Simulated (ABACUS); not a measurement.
# InP (F-43m) in ABACUS: further runs

Runs on InP. Level: PBE. Tasks: single point.

Program: ABACUS 3.10.1. These are calculated values, not measurements. Logs are shortened: lines on timing, memory, paths and dates and some standing lists are left out, and cuts for length are marked.

**What was measured.**

From a printed reference work, data compilation, for a bulk crystal of InP at 1.6 K: band gap 1.4236 eV (direct).

How close the calculation comes is told below.

## 1. The structure

Symmetry: F-43m, No. 216, cubic system. The conventional cell has a = 5.861 Å, b = 5.861 Å, c = 5.861 Å, α = 90.00°, β = 90.00°, γ = 90.00°. Around In (site symmetry -43m) lie 4 P at 2.54 Å. Around P (site symmetry -43m) lie 4 In at 2.54 Å.

## 2. Single point, PBE

Input file INPUT:

```
INPUT_PARAMETERS
suffix              InP
calculation         scf
basis_type          lcao
pseudo_dir          ./
orbital_dir         ./
symmetry            1
dft_functional      pbe
ecutwfc             100
pseudo_rcut         7
nspin               1
nbands              19
ks_solver           genelpa
smearing_method     fd
smearing_sigma      0.00367493
scf_thr             1e-07
scf_nmax            100
mixing_type         broyden
mixing_beta         0.7
cal_force           1
cal_stress          1
out_mul             1
out_chg             1
```

Input file STRU:

```
ATOMIC_SPECIES
In 114.8180 In.upf
P 30.9738 P.upf

NUMERICAL_ORBITAL
In_confined-atom_8au_2s2p2d.orb
P_confined-atom_7au_2s2p1d.orb

LATTICE_CONSTANT
7.8316918400

LATTICE_VECTORS
0.0000000000 0.7071067812 0.7071067812
0.7071067812 0.0000000000 0.7071067812
0.7071067812 0.7071067812 0.0000000000

ATOMIC_POSITIONS
Cartesian

In
0.0
1
0.0000000000 0.0000000000 0.0000000000 1 1 1

P
0.0
1
1.0606601718 1.0606601718 1.0606601718 1 1 1
```

Input file KPT:

```
K_POINTS
0
Gamma
5 5 5 0 0 0
```

Potentials or basis: PseudoDojo NC FR 0.4 PBE standard, DZP LCAO (the cutoffs set its grid).

Command:

```sh
> OMP_NUM_THREADS=1 mpirun -np 4 abacus > log
```

running log:

```text
ABACUS v3.10.1

               Atomic-orbital Based Ab-initio Computation at UStc

 ------------------------------------------------------------------------------------

 READING GENERAL INFORMATION
                           global_out_dir = OUT.InP/
                           global_in_card = INPUT
                               pseudo_dir = ./
                              orbital_dir = ./
                                    DSIZE = 4
                                    GSIZE = 1

 READING UNITCELL INFORMATION
                                    ntype = 2
                  lattice constant (Bohr) = 7.83169
              lattice constant (Angstrom) = 4.14435

 READING ATOM TYPE 1
                               atom label = In
                      L=0, number of zeta = 2
                      L=1, number of zeta = 2
                      L=2, number of zeta = 2
             number of atom for this type = 1

 READING ATOM TYPE 2
                               atom label = P
                      L=0, number of zeta = 2
                      L=1, number of zeta = 2
                      L=2, number of zeta = 1
             number of atom for this type = 1

                        TOTAL ATOM NUMBER = 2
CARTESIAN COORDINATES ( UNIT =       7.831691840000 Bohr ).
    atom                   x                   y                   z     mag                  vx                  vy                  vz
tauc_In1            0.0000000000        0.0000000000        0.0000000000  0.0000        0.0000000000        0.0000000000        0.0000000000
tauc_P1            1.0606601718        1.0606601718        1.0606601718  0.0000        0.0000000000        0.0000000000        0.0000000000

                          Volume (Bohr^3) = 339.666
                             Volume (A^3) = 50.3332

 Lattice vectors: (Cartesian coordinate: in unit of a_0)
                   +0           +0.707107           +0.707107
            +0.707107                  +0           +0.707107
            +0.707107           +0.707107                  +0
 Reciprocal vectors: (Cartesian coordinate: in unit of 2 pi/a_0)
            -0.707107           +0.707107           +0.707107
            +0.707107           -0.707107           +0.707107
            +0.707107           +0.707107           -0.707107
 The esolver type has been set to : ksdft_lcao

                PAO radial cut off (Bohr) = 7

 Read in pseudopotential file is In.upf
                     pseudopotential type = NC
          exchange-correlation functional = PBE
                 nonlocal core correction = 1
                        valence electrons = 13
                                     lmax = 2
                           number of zeta = 3
[... 7 lines left out ...]
                PAO radial cut off (Bohr) = 7

 Read in pseudopotential file is P.upf
                     pseudopotential type = NC
          exchange-correlation functional = PBE
                 nonlocal core correction = 1
                        valence electrons = 5
                                     lmax = 2
                           number of zeta = 2
                     number of projectors = 6
                           L of projector = 0
                           L of projector = 0
                           L of projector = 1
                           L of projector = 1
                           L of projector = 2
                           L of projector = 2
     initial pseudo atomic orbital number = 13

 SETUP THE ELECTRONS NUMBER
            electron number of element In = 13
      total electron number of element In = 13
             electron number of element P = 5
       total electron number of element P = 5
            AUTOSET number of electrons:  = 18
                           occupied bands = 9
                                   NLOCAL = 31
                                   NBANDS = 19
                                   NBANDS = 19
                                   NLOCAL = 31

%%%%%%%%%%%%%%%%%%%%%%%%%%%%%%%%%%%%%%%%%%%%%%%%%%%%%%%%%%%%%%%%%%%%%%%%%%%%%%%%%%%%%%%%%%%%%%%%%%%%%%%%%%
 Warning: the number of valence electrons in pseudopotential > 3 for In: [Kr] 4d10 5s2 5p1
 Pseudopotentials with additional electrons can yield (more) accurate outcomes, but may be less efficient.
 If you're confident that your chosen pseudopotential is appropriate, you can safely ignore this warning.
%%%%%%%%%%%%%%%%%%%%%%%%%%%%%%%%%%%%%%%%%%%%%%%%%%%%%%%%%%%%%%%%%%%%%%%%%%%%%%%%%%%%%%%%%%%%%%%%%%%%%%%%%%

 SETUP THE PLANE WAVE BASIS
 energy cutoff for charge/potential (unit:Ry) = 400
            fft grid for charge/potential = [ 50, 50, 50 ]
                        fft grid division = [ 5, 5, 5 ]
        big fft grid for charge/potential = [ 10, 10, 10 ]
                                     nbxx = 300
                                     nrxx = 37500

 SETUP PLANE WAVES FOR CHARGE/POTENTIAL
                    number of plane waves = 45767
                         number of sticks = 1675

 PARALLEL PW FOR CHARGE/POTENTIAL
     PROC   COLUMNS(POT)             PW
        1            419          11441
        2            419          11443
        3            419          11443
        4            418          11440
 --------------- sum -------------------
        4           1675          45767
                            number of |g| = 416
                                  max |g| = 620
                                  min |g| = 0

----------- Double Check Mixing Parameters Begin ------------
[... 28 lines left out ...]
Original cell was already a primitive cell.
                        ROTATION MATRICES = 48
              PURE POINT GROUP OPERATIONS = 24
                   SPACE GROUP OPERATIONS = 24
                                       C2 = 3
                                       C3 = 8
                                       C4 = 0
                                       C6 = 0
                                       S1 = 6
                                       S3 = 0
                                       S4 = 6
                                       S6 = 0
                              POINT GROUP = T_d
                                       C2 = 3
                                       C3 = 8
                                       C4 = 0
                                       C6 = 0
                                       S1 = 6
                                       S3 = 0
                                       S4 = 6
                                       S6 = 0
               POINT GROUP IN SPACE GROUP = T_d

 SETUP K-POINTS
                                    nspin = 1
                   Input type of k points = Monkhorst-Pack(Gamma)
                                   nkstot = 125
                       right hand lattice = 1
(for reciprocal lattice: )
                             BRAVAIS TYPE = 2
                     BRAVAIS LATTICE NAME = 02. Cubic I (body-centered)
                                    ibrav = 2
                       right hand lattice = 1
(for k-lattice: )
                             BRAVAIS TYPE = 2
                     BRAVAIS LATTICE NAME = 02. Cubic I (body-centered)
                                    ibrav = 2
                       right hand lattice = 1
                        ROTATION MATRICES = 48
                               nkstot_ibz = 10
K-POINTS REDUCTION ACCORDING TO SYMMETRY
     IBZ    DIRECT_X    DIRECT_Y    DIRECT_Z  WEIGHT  ibz2bz
       1  0.00000000  0.00000000  0.00000000  0.0080       0
       2  0.20000000  0.20000000  0.20000000  0.0640       1
       3  0.40000000  0.40000000  0.40000000  0.0640       2
       4  0.20000000  0.20000000  0.00000000  0.0480       6
       5  0.40000000  0.40000000  0.20000000  0.1920       7
       6 -0.40000000  0.40000000  0.40000000  0.1920       8
       7  0.40000000  0.20000000  0.20000000  0.0960       9
       8  0.40000000  0.40000000  0.00000000  0.0480      12
       9 -0.20000000  0.40000000  0.40000000  0.0960      13
      10 -0.40000000  0.40000000  0.20000000  0.1920      38

                               nkstot now = 10
[... K-POINTS DIRECT COORDINATES: 10 rows ...]

           k-point number in this process = 10
       minimum distributed K point number = 10
[... stars of the k points ...]

[... K-POINTS CARTESIAN COORDINATES: 10 rows ...]

[... K-POINTS DIRECT COORDINATES: 10 rows ...]

 SETUP PLANE WAVES FOR WAVE FUNCTIONS
     energy cutoff for wavefunc (unit:Ry) = 100
              fft grid for wave functions = [ 50, 50, 50 ]
                    number of plane waves = 7119
                         number of sticks = 499

 PARALLEL PW FOR WAVE FUNCTIONS
     PROC   COLUMNS(POT)             PW
        1            125           1781
        2            124           1779
        3            124           1779
        4            126           1780
 --------------- sum -------------------
        4            499           7119

 SET NONLOCAL PSEUDOPOTENTIAL PROJECTORS
 SET NONLOCAL PSEUDOPOTENTIAL PROJECTORS
 max number of nonlocal projetors among all species is 6

 -------------------------------------------
 SELF-CONSISTENT
 -------------------------------------------

 SETUP SEARCHING RADIUS FOR PROGRAM TO SEARCH ADJACENT ATOMS
                  longest orb rcut (Bohr) = 8
   longest nonlocal projector rcut (Bohr) = 2.42
                     search radius (Bohr) = 20.8
              searching radius is (Bohr)) = 20.8
         searching radius unit is (Bohr)) = 7.83
                         PeriodicBoundary = 1
                        Radius(unit:lat0) = 2.66
                                   glayer = [ 5, 5, 5 ]
                             glayer_minus = [ 4, 4, 4 ]

Find the coordinate range of the input atom(unit:lat0).
                                  min_tau = [ -5.66, -5.66, -5.66 ]
                                  max_tau = [ 6.72, 6.72, 6.72 ]
                                BoxNumber = [ 9, 9, 9 ]

 SETUP EXTENDED REAL SPACE GRID FOR GRID INTEGRATION
                          real space grid = [ 50, 50, 50 ]
                 big cell numbers in grid = [ 10, 10, 10 ]
             meshcell numbers in big cell = [ 5, 5, 5 ]
                        extended fft grid = [ 13, 13, 13 ]
                dimension of extened grid = [ 37, 37, 37 ]
                            UnitCellTotal = 125
              Atom number in sub-FFT-grid = 2
    Local orbitals number in sub-FFT-grid = 31
                                ParaV.nnr = 18838
                                 init_chg = atomic

 LCAO ALGORITHM --------------- ION=   1  ELEC=   1--------------------------------

 Density error is 0.0802098184577
----------------------------------------------------------
     Energy           Rydberg                 eV
----------------------------------------------------------
 E_KohnSham     -146.6722849154      -1995.5788135293
 E_Harris       -147.9490861369      -2012.9505853541
 E_Fermi        0.5225409549         7.1095344256
----------------------------------------------------------
[... 80 lines left out ...]
 Density error is 1.55618992969e-08
----------------------------------------------------------
     Energy           Rydberg                 eV
----------------------------------------------------------
 E_KohnSham     -146.7039212145      -1996.0092474608
 E_KS(sigma->0) -146.7039211377      -1996.0092464148
 E_Harris       -146.7039211589      -1996.0092467039
 E_band         -3.6755271243        -50.0081120438
 E_one_elec     -49.5551321719       -674.2321626812
 E_Hartree      36.7662984309        500.2311530288
 E_xc           -44.1946831253       -601.2995118086
 E_Ewald        -89.7204041945       -1220.7087239079
 E_entropy(-TS) -0.0000001538        -0.0000020920
 E_descf        0.0000000000         0.0000000000
 E_exx          0.0000000000         0.0000000000
 E_Fermi        0.5648692717         7.6854407207
----------------------------------------------------------

 charge density convergence is achieved
 final etot is -1996.0092475 eV
 EFERMI = 7.6854407207 eV

 STATE ENERGY(eV) AND OCCUPATIONS    NSPIN == 1
 1/10 kpoint (Cartesian) = 0.0000 0.0000 0.0000 (1446 pws)
       1       -7.11949      0.0160000
       2       -7.11949      0.0160000
       3       -7.11949      0.0160000
       4       -6.96786      0.0160000
       5       -6.96786      0.0160000
       6       -4.30900      0.0160000
[... 104 lines left out ...]
       6       -2.38887       0.384000
[... 11 lines left out ...]
      18        22.1207        0.00000
      19        22.4276        0.00000

[... levels at 4 further k points ...]

 correction force for each atom along direction 1 is 0.0184664
 correction force for each atom along direction 2 is 0.00181419
 correction force for each atom along direction 3 is -0.00302997
------------------------------------------------------------------------------------------
 TOTAL-FORCE (eV/Angstrom)
------------------------------------------------------------------------------------------
                       In1         0.0000000000         0.0000000000         0.0000000000
                        P1         0.0000000000         0.0000000000         0.0000000000
------------------------------------------------------------------------------------------

----------------------------------------------------------------
 TOTAL-STRESS (KBAR)
----------------------------------------------------------------
        40.7289037825        -0.0000000000         0.0000000000
         0.0000000000        40.7289037825        -0.0000000000
         0.0000000000        -0.0000000000        40.7289037825
----------------------------------------------------------------
 TOTAL-PRESSURE: 40.728904 KBAR

 --------------------------------------------
 !FINAL_ETOT_IS -1996.0092474607793065 eV
 --------------------------------------------
```

Run time: 2.6 s. Hardware: 4 MPI ranks of AMD EPYC 9R45 (Zen 5), shared host; peak memory 0.4 GiB.

Results:

```yaml
Free_energy: -1996.0092 eV
Pressure: 4.1 GPa
Band_gap_on_the_k_mesh: 0.95 eV, direct
Mulliken_charges: In +0.01; P -0.01 e
```

Caveat: the atomic orbitals were generated for these runs and aren't a published set; Mulliken charges move with the basis; spin-orbit coupling is left out, which moves the levels of the heavy elements; the basis of atomic orbitals isn't converged, which shifts pressures, moduli and gaps.

(Continued in part 2 of 2.)
